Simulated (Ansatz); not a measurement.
# Thickness series of a NiSi2/ZnS/NiSi2 junction, part 5 of 6

How fast does the current through NiSi2/ZnS/NiSi2 fall with each added layer? Both electrodes are NiSi2 fluorite(111) turned by 180 degrees (type B); the barrier is ZnS zinc blende(111) (whole bilayers). In the first transport cell, after relaxation, the nearest pair of electrode and barrier is Si–S at 2.34 Å, along the normal, at the lower face and Si–Zn at 2.49 Å, along the normal, at the upper one. All share a net of side 3.84 Å, which strains the lower electrode by +0.0 % and the barrier by -0.4 %, against typed lattice constants near PBE's. The first steps treat the bulk electrodes alone.

Ansatz 0.2.0; PBE DFT, plane waves, PAW files (the session's first sound run).

So far, transmission at the Fermi level (a spin, zone mean): step 4 (the open system: T(E)) 0.00404; step 5 (conductance on a fine mesh, atomic planes in the barrier 4, gap between the …) 0.0217; step 6 (conductance, 56 atoms) 0.00422.

## 7. Conductance, atomic planes in the barrier 8, gap between the electrodes 15.11 Å

Level of this step: PBE DFT, plane waves, PAW files; ballistic transmission by layer matching between semi-infinite leads (Ansatz).

System of this step: NiSi2/ZnS/NiSi2. The cell holds 58 atoms: 34 Si, 16 Ni, 4 S and 4 Zn. Cell: a = 3.840 Å, b = 3.840 Å, c = 79.700 Å, α = 90.0°, β = 90.0°, γ = 120.0°. Regions: left electrode, 25 atoms (17 Si and 8 Ni); barrier, 8 atoms (4 S and 4 Zn); right electrode, 25 atoms (17 Si and 8 Ni). Vacuum lies along c.

Barrier layers are added or taken out in the middle, and the relaxed faces stay.

input.yaml reads:

```yaml
crystal:
  lattice:
    - [3.84, 0.0, 0.0]
    - [-1.92, 3.3255375505, 0.0]
    - [0.0, 0.0, 79.6995508554]
  atoms:
    - { symbol: Si, position: [0.0, 0.0, 0.0878298551] }
    - { symbol: Si, position: [0.33333333, 0.66666667, 0.1074249107] }
    - { symbol: Ni, position: [0.0, 0.0, 0.1174690702] }
    - { symbol: Si, position: [0.66666667, 0.33333333, 0.1275132297] }
    - { symbol: Si, position: [0.0, 0.0, 0.1471082853] }
    - { symbol: Ni, position: [0.66666667, 0.33333333, 0.1571524448] }
    - { symbol: Si, position: [0.33333333, 0.66666667, 0.1671966043] }
    - { symbol: Si, position: [0.66666667, 0.33333333, 0.1867916599] }
    - { symbol: Ni, position: [0.33333333, 0.66666667, 0.1968358194] }
    - { symbol: Si, position: [0.0, 0.0, 0.2068799789] }
    - { symbol: Si, position: [0.33333333, 0.66666667, 0.2264750345] }
    - { symbol: Ni, position: [0.0, 0.0, 0.236519194] }
    - { symbol: Si, position: [0.66666667, 0.33333333, 0.2465633535] }
    - { symbol: Si, position: [0.0, 0.0, 0.2661584091] }
    - { symbol: Ni, position: [0.66666667, 0.33333333, 0.2762025686] }
    - { symbol: Si, position: [0.33333333, 0.66666667, 0.2862467281] }
    - { symbol: Si, position: [0.66666667, 0.33333333, 0.3058417837] }
    - { symbol: Ni, position: [0.33333333, 0.66666667, 0.3158859432] }
    - { symbol: Si, position: [0.0, 0.0, 0.3259301027] }
    - { symbol: Si, position: [0.33333333, 0.66666667, 0.3455251583] }
    - { symbol: Ni, position: [0.0, 0.0, 0.3555693178] }
    - { symbol: Si, position: [0.66666667, 0.33333333, 0.3656134773] }
    - { symbol: Si, position: [0.0, 0.0, 0.3852085329] }
    - { symbol: Ni, position: [0.66666667, 0.33333333, 0.3952526924] }
    - { symbol: Si, position: [0.33333333, 0.66666667, 0.4058346729] }
    - { symbol: S, position: [0.33333333, 0.66666667, 0.4352385687] }
    - { symbol: Zn, position: [0.66666667, 0.33333333, 0.4453034435] }
    - { symbol: S, position: [0.66666667, 0.33333333, 0.4746343214] }
    - { symbol: Zn, position: [0.0, 0.0, 0.4848465724] }
    - { symbol: S, position: [0.0, 0.0, 0.5141770485] }
    - { symbol: Zn, position: [0.33333333, 0.66666667, 0.5243892995] }
    - { symbol: S, position: [0.33333333, 0.66666667, 0.5537197757] }
    - { symbol: Zn, position: [0.66666667, 0.33333333, 0.5641916424] }
    - { symbol: Si, position: [0.66666667, 0.33333333, 0.5954465879] }
    - { symbol: Ni, position: [0.33333333, 0.66666667, 0.6047473076] }
    - { symbol: Si, position: [0.0, 0.0, 0.6147914671] }
    - { symbol: Si, position: [0.33333333, 0.66666667, 0.6343865227] }
    - { symbol: Ni, position: [0.0, 0.0, 0.6444306822] }
    - { symbol: Si, position: [0.66666667, 0.33333333, 0.6544748417] }
    - { symbol: Si, position: [0.0, 0.0, 0.6740698973] }
    - { symbol: Ni, position: [0.66666667, 0.33333333, 0.6841140568] }
    - { symbol: Si, position: [0.33333333, 0.66666667, 0.6941582163] }
    - { symbol: Si, position: [0.66666667, 0.33333333, 0.7137532719] }
    - { symbol: Ni, position: [0.33333333, 0.66666667, 0.7237974314] }
    - { symbol: Si, position: [0.0, 0.0, 0.7338415909] }
    - { symbol: Si, position: [0.33333333, 0.66666667, 0.7534366465] }
    - { symbol: Ni, position: [0.0, 0.0, 0.763480806] }
    - { symbol: Si, position: [0.66666667, 0.33333333, 0.7735249655] }
    - { symbol: Si, position: [0.0, 0.0, 0.7931200211] }
    - { symbol: Ni, position: [0.66666667, 0.33333333, 0.8031641806] }
    - { symbol: Si, position: [0.33333333, 0.66666667, 0.8132083401] }
    - { symbol: Si, position: [0.66666667, 0.33333333, 0.8328033957] }
    - { symbol: Ni, position: [0.33333333, 0.66666667, 0.8428475552] }
    - { symbol: Si, position: [0.0, 0.0, 0.8528917147] }
    - { symbol: Si, position: [0.33333333, 0.66666667, 0.8724867703] }
    - { symbol: Ni, position: [0.0, 0.0, 0.8825309298] }
    - { symbol: Si, position: [0.66666667, 0.33333333, 0.8925750893] }
    - { symbol: Si, position: [0.0, 0.0, 0.9121701449] }
kpoints:
  mp_grid: { grid: [8, 8, 1] }
scf:
  occupations: { method: fermi_dirac, width: 0.1 }
  max_iter: 150
hamiltonian:
  xc: pbe
output:
  transmission:
    kmesh: [24, 24]
    e_range: [-0.26, 0.27]
    de: 0.0375
    leads: [[10, 13], [44, 47]]
```

On the command line:

```console
$ ansatz run input.yaml --threads 8 --pin off --max-ram 24576MiB --backend cpu --events-out ev --progress --plain --runs-dir out
```

Numbers of over 12 decimals in the logs are rounded to 6 here.

Output:

```text
[...]
Crystal: 58 atoms, lattice volume = 1017.768 Å³
Basis set: ecut = 420 eV, 19863 PW (Γ)
Bands: 306, of which v1, the nominal top of the filled ones, is band 248 counted from 1 (247 counted from 0)
Symmetry: 6 space group operations
[...]
k-points: 10 of 64 (time reversal used)
[...]
channels       : 1.060764e0 a spin
[...]
slowest decay  : 0.0363 /Å at (0.2083, 0.1667)
[...]
filled         : 17.8 meV under the level at which it is neutral
    channels       : 1.039931e0 a spin
[...]
slowest decay  : 0.0379 /Å at (0.2083, 0.1667)
  junction   : crystal 0 to crystal 1, 20.43 to 59.27 Å
    transmission   : 1.005808e-3 a spin
[...]
resistance     : 1.4877e0 Ω µm² beyond half of each lead's own
[key lines of the parts left out:]
SCF converged after 11 iterations
Free energy (F): -131957.474190 eV
Fermi energy:    8.640175 eV
```

Run time: 5 min. Hardware: 8 threads of Arm Neoverse V2, shared host; peak memory 11 GiB.

One spin. The transmission, zone mean by energy, zero at the Fermi level:

```tsv
energy (eV)	transmission, zone mean
-0.260	6.6e-4
-0.223	6.7e-4
-0.185	8.3e-4
-0.147	8.3e-4
-0.110	0.00106
-0.072	0.00127
-0.035	0.00111
0.003	0.00101
0.040	0.00112
0.077	0.00131
0.115	0.00140
0.152	0.00167
0.190	0.00192
0.228	0.00267
0.265	0.00295
```

G = 6.7e11 S/m² (1/G = 1.49 Ω µm²), 0.24 times the step before of this kind. The largest error estimate is 40 %, from the leads' potential steps. In the worse lead the potential repeats within 10 meV, which the program lets pass, though it still puts 40 % of error on the junction's conductance through them.

## 8. Conductance on a fine mesh, atomic planes in the barrier 12, gap between the electrodes 21.42 Å

System of this step: NiSi2/ZnS/NiSi2. The cell holds 62 atoms: 34 Si, 16 Ni, 6 S and 6 Zn. Cell: a = 3.840 Å, b = 3.840 Å, c = 86.003 Å, α = 90.0°, β = 90.0°, γ = 120.0°. Regions: left electrode, 25 atoms (17 Si and 8 Ni); barrier, 12 atoms (6 S and 6 Zn); right electrode, 25 atoms (17 Si and 8 Ni). Vacuum lies along c.

Barrier layers are added or taken out in the middle, and the relaxed faces stay.

input.yaml reads:

```yaml
crystal:
  lattice:
    - [3.84, 0.0, 0.0]
    - [-1.92, 3.3255375505, 0.0]
    - [0.0, 0.0, 86.0026260426]
  atoms:
    - { symbol: Si, position: [0.0, 0.0, 0.0813928635] }
    - { symbol: Si, position: [0.33333333, 0.66666667, 0.0995518105] }
    - { symbol: Ni, position: [0.0, 0.0, 0.1088598403] }
    - { symbol: Si, position: [0.66666667, 0.33333333, 0.11816787] }
    - { symbol: Si, position: [0.0, 0.0, 0.136326817] }
    - { symbol: Ni, position: [0.66666667, 0.33333333, 0.1456348468] }
    - { symbol: Si, position: [0.33333333, 0.66666667, 0.1549428765] }
    - { symbol: Si, position: [0.66666667, 0.33333333, 0.1731018236] }
    - { symbol: Ni, position: [0.33333333, 0.66666667, 0.1824098533] }
    - { symbol: Si, position: [0.0, 0.0, 0.191717883] }
    - { symbol: Si, position: [0.33333333, 0.66666667, 0.2098768301] }
    - { symbol: Ni, position: [0.0, 0.0, 0.2191848598] }
    - { symbol: Si, position: [0.66666667, 0.33333333, 0.2284928895] }
    - { symbol: Si, position: [0.0, 0.0, 0.2466518366] }
    - { symbol: Ni, position: [0.66666667, 0.33333333, 0.2559598663] }
    - { symbol: Si, position: [0.33333333, 0.66666667, 0.265267896] }
    - { symbol: Si, position: [0.66666667, 0.33333333, 0.2834268431] }
    - { symbol: Ni, position: [0.33333333, 0.66666667, 0.2927348728] }
    - { symbol: Si, position: [0.0, 0.0, 0.3020429025] }
    - { symbol: Si, position: [0.33333333, 0.66666667, 0.3202018496] }
    - { symbol: Ni, position: [0.0, 0.0, 0.3295098793] }
    - { symbol: Si, position: [0.66666667, 0.33333333, 0.338817909] }
    - { symbol: Si, position: [0.0, 0.0, 0.3569768561] }
    - { symbol: Ni, position: [0.66666667, 0.33333333, 0.3662848858] }
    - { symbol: Si, position: [0.33333333, 0.66666667, 0.37609132] }
    - { symbol: S, position: [0.33333333, 0.66666667, 0.4033402239] }
    - { symbol: Zn, position: [0.66666667, 0.33333333, 0.4126674507] }
    - { symbol: S, position: [0.66666667, 0.33333333, 0.439848688] }
    - { symbol: Zn, position: [0.0, 0.0, 0.44931249] }
    - { symbol: S, position: [0.0, 0.0, 0.4764933551] }
    - { symbol: Zn, position: [0.33333333, 0.66666667, 0.485957157] }
    - { symbol: S, position: [0.33333333, 0.66666667, 0.5131380221] }
    - { symbol: Zn, position: [0.66666667, 0.33333333, 0.522601824] }
    - { symbol: S, position: [0.66666667, 0.33333333, 0.5497826891] }
    - { symbol: Zn, position: [0.0, 0.0, 0.559246491] }
    - { symbol: S, position: [0.0, 0.0, 0.5864273561] }
    - { symbol: Zn, position: [0.33333333, 0.66666667, 0.5961317467] }
    - { symbol: Si, position: [0.33333333, 0.66666667, 0.625096038] }
    - { symbol: Ni, position: [0.0, 0.0, 0.6337151142] }
    - { symbol: Si, position: [0.66666667, 0.33333333, 0.6430231439] }
    - { symbol: Si, position: [0.0, 0.0, 0.661182091] }
    - { symbol: Ni, position: [0.66666667, 0.33333333, 0.6704901207] }
    - { symbol: Si, position: [0.33333333, 0.66666667, 0.6797981504] }
    - { symbol: Si, position: [0.66666667, 0.33333333, 0.6979570975] }
    - { symbol: Ni, position: [0.33333333, 0.66666667, 0.7072651272] }
    - { symbol: Si, position: [0.0, 0.0, 0.7165731569] }
    - { symbol: Si, position: [0.33333333, 0.66666667, 0.734732104] }
    - { symbol: Ni, position: [0.0, 0.0, 0.7440401337] }
    - { symbol: Si, position: [0.66666667, 0.33333333, 0.7533481634] }
    - { symbol: Si, position: [0.0, 0.0, 0.7715071105] }
    - { symbol: Ni, position: [0.66666667, 0.33333333, 0.7808151402] }
    - { symbol: Si, position: [0.33333333, 0.66666667, 0.7901231699] }
    - { symbol: Si, position: [0.66666667, 0.33333333, 0.808282117] }
    - { symbol: Ni, position: [0.33333333, 0.66666667, 0.8175901467] }
    - { symbol: Si, position: [0.0, 0.0, 0.8268981764] }
    - { symbol: Si, position: [0.33333333, 0.66666667, 0.8450571235] }
    - { symbol: Ni, position: [0.0, 0.0, 0.8543651532] }
    - { symbol: Si, position: [0.66666667, 0.33333333, 0.863673183] }
    - { symbol: Si, position: [0.0, 0.0, 0.88183213] }
    - { symbol: Ni, position: [0.66666667, 0.33333333, 0.8911401597] }
    - { symbol: Si, position: [0.33333333, 0.66666667, 0.9004481895] }
    - { symbol: Si, position: [0.66666667, 0.33333333, 0.9186071365] }
kpoints:
  mp_grid: { grid: [8, 8, 1] }
scf:
  occupations: { method: fermi_dirac, width: 0.1 }
  max_iter: 150
hamiltonian:
  xc: pbe
output:
  transmission:
    kmesh: [24, 24]
    e_range: [-0.26, 0.27]
    de: 0.0375
    leads: [[10, 13], [48, 51]]
```

Output:

```text
[...]
Crystal: 62 atoms, lattice volume = 1098.259 Å³
Basis set: ecut = 420 eV, 21395 PW (Γ)
Bands: 328, of which v1, the nominal top of the filled ones, is band 266 counted from 1 (265 counted from 0)
Symmetry: 6 space group operations
[...]
k-points: 10 of 64 (time reversal used)
[...]
channels       : 1.060764e0 a spin
[...]
slowest decay  : 0.0364 /Å at (0.2083, 0.1667)
[...]
filled         : 17.7 meV under the level at which it is neutral
    channels       : 1.039931e0 a spin
[...]
slowest decay  : 0.0379 /Å at (0.2083, 0.1667)
  junction   : crystal 0 to crystal 1, 20.43 to 65.57 Å
    transmission   : 6.017453e-5 a spin
[...]
resistance     : 2.6559e1 Ω µm² beyond half of each lead's own
[key lines of the parts left out:]
SCF converged after 12 iterations
Free energy (F): -140402.933456 eV
Fermi energy:    8.519200 eV
```

The job ended after 5.1 min (8 threads; peak memory 12 GiB).

G = 3.8e10 S/m² (1/G = 26.6 Ω µm²), 0.056 times the step before of this kind. The largest error estimate is 28 %, from the leads' potential steps. In the worse lead the potential repeats within 10 meV, which the program lets pass, though it still puts 28 % of error on the junction's conductance through them.

## 9. Conductance on a fine mesh, atomic planes in the barrier 14, gap between the electrodes 24.57 Å

System of this step: NiSi2/ZnS/NiSi2. The cell holds 64 atoms: 34 Si, 16 Ni, 7 S and 7 Zn. Its edges and angles: a = 3.840 Å, b = 3.840 Å, c = 89.154 Å, α = 90.0°, β = 90.0°, γ = 120.0°. Regions: left electrode, 25 atoms (17 Si and 8 Ni); barrier, 14 atoms (7 S and 7 Zn); right electrode, 25 atoms (17 Si and 8 Ni). Vacuum lies along c.

Barrier layers are added or taken out in the middle, and the relaxed faces stay.

input.yaml reads:

```yaml
crystal:
  lattice:
    - [3.84, 0.0, 0.0]
    - [-1.92, 3.3255375505, 0.0]
    - [0.0, 0.0, 89.1541636362]
  atoms:
    - { symbol: Si, position: [0.0, 0.0, 0.0785156824] }
    - { symbol: Si, position: [0.33333333, 0.66666667, 0.0960327234] }
    - { symbol: Ni, position: [0.0, 0.0, 0.1050117207] }
    - { symbol: Si, position: [0.66666667, 0.33333333, 0.1139907181] }
    - { symbol: Si, position: [0.0, 0.0, 0.131507759] }
    - { symbol: Ni, position: [0.66666667, 0.33333333, 0.1404867564] }
    - { symbol: Si, position: [0.33333333, 0.66666667, 0.1494657537] }
    - { symbol: Si, position: [0.66666667, 0.33333333, 0.1669827946] }
    - { symbol: Ni, position: [0.33333333, 0.66666667, 0.175961792] }
    - { symbol: Si, position: [0.0, 0.0, 0.1849407894] }
    - { symbol: Si, position: [0.33333333, 0.66666667, 0.2024578303] }
    - { symbol: Ni, position: [0.0, 0.0, 0.2114368276] }
    - { symbol: Si, position: [0.66666667, 0.33333333, 0.220415825] }
    - { symbol: Si, position: [0.0, 0.0, 0.2379328659] }
    - { symbol: Ni, position: [0.66666667, 0.33333333, 0.2469118633] }
    - { symbol: Si, position: [0.33333333, 0.66666667, 0.2558908606] }
    - { symbol: Si, position: [0.66666667, 0.33333333, 0.2734079016] }
    - { symbol: Ni, position: [0.33333333, 0.66666667, 0.2823868989] }
    - { symbol: Si, position: [0.0, 0.0, 0.2913658963] }
    - { symbol: Si, position: [0.33333333, 0.66666667, 0.3088829372] }
    - { symbol: Ni, position: [0.0, 0.0, 0.3178619346] }
    - { symbol: Si, position: [0.66666667, 0.33333333, 0.3268409319] }
    - { symbol: Si, position: [0.0, 0.0, 0.3443579728] }
    - { symbol: Ni, position: [0.66666667, 0.33333333, 0.3533369702] }
    - { symbol: Si, position: [0.33333333, 0.66666667, 0.3627967537] }
    - { symbol: S, position: [0.33333333, 0.66666667, 0.3890824278] }
    - { symbol: Zn, position: [0.66666667, 0.33333333, 0.3980799437] }
    - { symbol: S, position: [0.66666667, 0.33333333, 0.4243003433] }
    - { symbol: Zn, position: [0.0, 0.0, 0.4334296064] }
    - { symbol: S, position: [0.0, 0.0, 0.4596496468] }
    - { symbol: Zn, position: [0.33333333, 0.66666667, 0.46877891] }
    - { symbol: S, position: [0.33333333, 0.66666667, 0.4949989504] }
    - { symbol: Zn, position: [0.66666667, 0.33333333, 0.5041282135] }
    - { symbol: S, position: [0.66666667, 0.33333333, 0.5303482539] }
    - { symbol: Zn, position: [0.0, 0.0, 0.5394775171] }
    - { symbol: S, position: [0.0, 0.0, 0.5656975575] }
    - { symbol: Zn, position: [0.33333333, 0.66666667, 0.5748268206] }
    - { symbol: S, position: [0.33333333, 0.66666667, 0.601046861] }
    - { symbol: Zn, position: [0.66666667, 0.33333333, 0.6104082082] }
    - { symbol: Si, position: [0.66666667, 0.33333333, 0.638348632] }
    - { symbol: Ni, position: [0.33333333, 0.66666667, 0.6466630298] }
    - { symbol: Si, position: [0.0, 0.0, 0.6556420272] }
    - { symbol: Si, position: [0.33333333, 0.66666667, 0.6731590681] }
    - { symbol: Ni, position: [0.0, 0.0, 0.6821380654] }
    - { symbol: Si, position: [0.66666667, 0.33333333, 0.6911170628] }
    - { symbol: Si, position: [0.0, 0.0, 0.7086341037] }
    - { symbol: Ni, position: [0.66666667, 0.33333333, 0.7176131011] }
    - { symbol: Si, position: [0.33333333, 0.66666667, 0.7265920984] }
    - { symbol: Si, position: [0.66666667, 0.33333333, 0.7441091394] }
    - { symbol: Ni, position: [0.33333333, 0.66666667, 0.7530881367] }
    - { symbol: Si, position: [0.0, 0.0, 0.7620671341] }
    - { symbol: Si, position: [0.33333333, 0.66666667, 0.779584175] }
    - { symbol: Ni, position: [0.0, 0.0, 0.7885631724] }
    - { symbol: Si, position: [0.66666667, 0.33333333, 0.7975421697] }
    - { symbol: Si, position: [0.0, 0.0, 0.8150592106] }
    - { symbol: Ni, position: [0.66666667, 0.33333333, 0.824038208] }
    - { symbol: Si, position: [0.33333333, 0.66666667, 0.8330172054] }
    - { symbol: Si, position: [0.66666667, 0.33333333, 0.8505342463] }
    - { symbol: Ni, position: [0.33333333, 0.66666667, 0.8595132436] }
    - { symbol: Si, position: [0.0, 0.0, 0.868492241] }
    - { symbol: Si, position: [0.33333333, 0.66666667, 0.8860092819] }
    - { symbol: Ni, position: [0.0, 0.0, 0.8949882793] }
    - { symbol: Si, position: [0.66666667, 0.33333333, 0.9039672766] }
    - { symbol: Si, position: [0.0, 0.0, 0.9214843176] }
kpoints:
  mp_grid: { grid: [8, 8, 1] }
scf:
  occupations: { method: fermi_dirac, width: 0.1 }
  max_iter: 150
hamiltonian:
  xc: pbe
output:
  transmission:
    kmesh: [24, 24]
    e_range: [-0.26, 0.27]
    de: 0.0375
    leads: [[10, 13], [50, 53]]
```

Output:

```text
[...]
Crystal: 64 atoms, lattice volume = 1138.504 Å³
Basis set: ecut = 420 eV, 22197 PW (Γ)
Bands: 339, of which v1, the nominal top of the filled ones, is band 275 counted from 1 (274 counted from 0)
Symmetry: 6 space group operations
[...]
k-points: 10 of 64 (time reversal used)
[...]
channels       : 1.060764e0 a spin
[...]
slowest decay  : 0.0366 /Å at (0.2083, 0.1667)
[...]
filled         : 17.7 meV under the level at which it is neutral
    channels       : 1.039931e0 a spin
[...]
slowest decay  : 0.0381 /Å at (0.2083, 0.1667)
  junction   : crystal 0 to crystal 1, 20.43 to 68.72 Å
    transmission   : 1.587748e-5 a spin
[...]
resistance     : 1.0026e2 Ω µm² beyond half of each lead's own
[key lines of the parts left out:]
SCF converged after 13 iterations
Free energy (F): -144625.664508 eV
Fermi energy:    8.464997 eV
```

Elapsed: 5.5 min, on 8 threads; peak memory 12 GiB.

G = 1.0e10 S/m² (1/G = 100 Ω µm²), 0.26 times the step before of this kind. The largest error estimate is 34 %, from the leads' potential steps. In the worse lead the potential repeats within 10 meV, which the program lets pass, though it still puts 34 % of error on the junction's conductance through them.

## 10. Comparing the runs

Times are for 8 threads of Arm Neoverse V2, shared host. The series side by side:

```tsv
no.	gap between the electrodes (Å)	junction conductance (S/m²)	resistance-area product beyond the leads (Ω um²)	time	memory (GiB)
1	8.81	1.44e13	0.06763	3.5 min	9.4
2	11.96	2.80e12	0.3553	4.6 min	9.8
3	15.11	6.71e11	1.488	5 min	11
4	21.42	3.76e10	26.56	5.1 min	12
5	24.57	9.97e9	100.3	5.5 min	12
```

The runs together. The transmission, zone mean by energy, zero at the Fermi level:

```tsv
energy (eV)	8.81	11.96	15.11	21.42	24.57
-0.260	0.0153	0.00389	6.6e-4	2.8e-5	6.8e-6
-0.223	0.0166	0.00364	6.7e-4	3.1e-5	7.0e-6
-0.185	0.0197	0.00557	8.3e-4	3.5e-5	7.7e-6
-0.147	0.0262	0.00457	8.3e-4	3.9e-5	8.9e-6
-0.110	0.0259	0.00543	0.00106	4.8e-5	1.0e-5
-0.072	0.0271	0.00695	0.00127	4.9e-5	1.2e-5
-0.035	0.0228	0.00501	0.00111	5.5e-5	1.4e-5
0.003	0.0217	0.00422	0.00101	6.0e-5	1.6e-5
0.040	0.0255	0.00450	0.00112	6.8e-5	1.9e-5
0.077	0.0258	0.00508	0.00131	8.2e-5	2.3e-5
0.115	0.0288	0.00537	0.00140	9.8e-5	2.9e-5
0.152	0.0330	0.00619	0.00167	1.2e-4	3.8e-5
0.190	0.0330	0.00689	0.00192	1.6e-4	5.2e-5
0.228	0.0395	0.00944	0.00267	2.6e-4	9.1e-5
0.265	0.0366	0.00893	0.00295	4.0e-4	1.6e-4
```

(Continued in part 6 of 6.)

[Logs are printed without paths, hosts, clocks, repeated set-up lines and the standing remarks that a program may print on its own settings, such as how far it seeks lower states.]

[Hosts, paths, dates, database ids (printed as entryN), source tags and the programs' standing remarks are cut or masked in the printed files.]
